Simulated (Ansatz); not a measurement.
A Ti vacancy and an O vacancy, 3.49 Å apart on the ideal sites in rutile TiO2, 70 atoms, charge 0

All numbers come from Ansatz (PAW, plane waves, no spin–orbit coupling) at the single k point (¼, ¼, ¼) without its symmetry partners. The atoms were relaxed with PBEsol in a fixed cell; other functionals are single points on those atoms unless said otherwise. The valence top and gap of the host come from its small cell on a dense mesh, with the band extrema sought between the mesh points, lined up by the mean potential, PBEsol gap 1.87 eV, r²SCAN gap 2.24 eV.

Cell: a = 9.183 Å, b = 9.183 Å, c = 8.817 Å, α = 90.00°, β = 90.00°, γ = 90.00°.

Nearest atoms after relaxation, from the placed atom (for vacancies from the middle of the vacant sites): O at 1.69 Å, O at 1.69 Å, O at 2.21 Å, Ti at 2.48 Å, Ti at 2.48 Å, O at 2.49 Å, O at 2.93 Å, O at 2.93 Å.

Chemical potentials μ are those of reference phases of the elements at zero temperature by the same functional (the usual solids, diamond for C, grey Sn, and the molecules H2, N2, O2, F2, Cl2, Br2 and S8).

```tsv
functional	E(defect) − E(host) − Σ nμ + q·E_VBM (eV)	monopole (eV)	alignment (eV)	formation energy at E_F = VBM (eV)	moment (μB)	wall time, shared host
PBEsol	14.75	0.00	0.00	14.75	0.0	26 s on NVIDIA GB300 (relaxation)
r²SCAN	16.14	0.00	0.00	16.14	0.0	13 s on NVIDIA GB300
```

r²SCAN one-electron levels near the gap (the ten most localised at most), from the host's valence top:

```tsv
level (eV)	spin	filling	atoms sharing it	element of the atom with most weight
-0.21	up	0.00	43.9	spread
-0.21	down	0.00	43.9	spread
2.34	up	0.00	14.4	Ti
2.34	down	0.00	14.4	Ti
2.42	up	0.00	24.6	spread
2.42	down	0.00	24.6	spread
2.51	up	0.00	16.6	Ti
2.51	down	0.00	16.6	Ti
```

The charge sits partly or wholly in a band of the host, at the cell's one k point and not at the band edge, so the formation energy is too high and the charge correction doesn't apply as it stands.

PBEsol tends to spread a hole over several anions where a hybrid would trap it on one, and single points on PBEsol atoms lack that distortion.

All elements are taken at their own reference at once; growth conditions in equilibrium with the host shift these energies, by up to the host's formation enthalpy.

One k point and a cell of this size can leave errors of several tenths of an eV in such numbers.

The missing oxygen only half compensates the missing titanium. In the ionic picture, a neutral Ti vacancy lacks four electrons and a neutral O vacancy supplies two, so the pair should keep two holes. The empty level at -0.21 eV, present in both spin channels and spread over 43.9 atoms, fits that count and suggests holes in O 2p valence states rather than a deep acceptor level. The same electron transfer probably explains why no filled Ti 3d level appears in the gap, although reduced Ti is the usual signature of oxygen deficiency in this oxide. The empty Ti-weighted levels from 2.34 eV upwards lie above the r²SCAN gap and are best read as conduction states.

Both functionals give a very large formation energy, as expected when strong, largely ionic Ti–O bonding is broken and the removed Ti(IV) is returned to the metal. Without the separate vacancies in matching charge states, this cost doesn't show whether the two attract each other.
